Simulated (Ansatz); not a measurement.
**SnO2: enthalpy against pressure**

SnO2, Pbcn, a = 4.732 Å, b = 5.743 Å, c = 5.238 Å. This isn't the usual stable structure of the compound. Ansatz: r2SCAN, PAW, 500 eV, Γ-centred 6×6×6 mesh on 12 atoms, Gaussian smearing 0.02 eV; no spin polarisation. Cell and atoms are relaxed at each pressure, and no other structure is tried, so the rows at high pressure may lie past a change of phase. y is the enthalpy over the state at zero pressure; there V0 = 11.864 Å³/atom. The pressures are the targets, met within 0.02 GPa.

```tsv
P (GPa)	y (eV/atom)
-2.0	?
0.0	0.0000
2.0	0.1474
5.0	0.3658
10.0	0.7234
20.0	1.4169
```

**Question.** Fit y = c1 P + c2 P² + c3 P³ to the other rows, say what c1 and c2 mean, and predict the missing value.

**Answer.** Least squares on the rows shown. y = 0.074042 P − 0.00018069 P² + 1.0420×10⁻⁶ P³. Since dH/dP = V, c1 is V0: 0.074042 eV/GPa × 160.2 = 11.862 Å³ against 11.864; c2 = −V0/(2B0) gives B0 = 205 GPa, where a Birch–Murnaghan fit to the volumes of the same runs (not shown) gives 200 GPa. At P = -2.0 the fit asked for gives -0.1488 eV/atom. The run gave -0.1489 eV/atom, so the fit is 0.0001 eV/atom too high, a small miss on the scale of the series.